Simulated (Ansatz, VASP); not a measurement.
## One calculation of WS2, two programs

```
CELL_PARAMETERS angstrom
3.14578 0.00000 0.00000
-1.57289 2.72432 0.00000
0.00000 0.00000 16.95342
ATOMIC_POSITIONS crystal
W 0.33333 0.66667 0.00000
S 0.66667 0.33333 0.90758
S 0.66667 0.33333 0.09242
```

Alike in both runs: functional PBEsol; k mesh 12 × 12 × 2; occupations gaussian, width 0.02 eV; no spin polarisation.

Ansatz relaxed the structure, and its values are those at the end. VASP's run is a single point on that final structure, the one shown.

|  | VASP | Ansatz |
| --- | --- | --- |
| version | VASP 6.6.1 | Ansatz 0.2.0 |
| potentials or method | VASP PAW PBE potentials, release 64 (W_sv, S) | scalar-relativistic, plane waves, PAW |
| plane-wave cutoff (eV) | 520 | 420 |
| valence electrons in the cell | 26 | 26 |

|  | VASP | Ansatz | Ansatz less VASP |
| --- | --- | --- | --- |
| gap on the k mesh at the Fermi level (eV) | 1.94 | 1.94 | -0.005 |
| least direct gap on the mesh (eV) | 1.94 | 1.94 | -0.005 |
| rms of the force components (eV/Å) | 0.010 | 0.001 | -0.0088 |

Caveats: the PAW data sets were made with another functional, which shifts forces and pressure a little (VASP); spin-orbit coupling is left out, which moves the levels of the heavy elements.
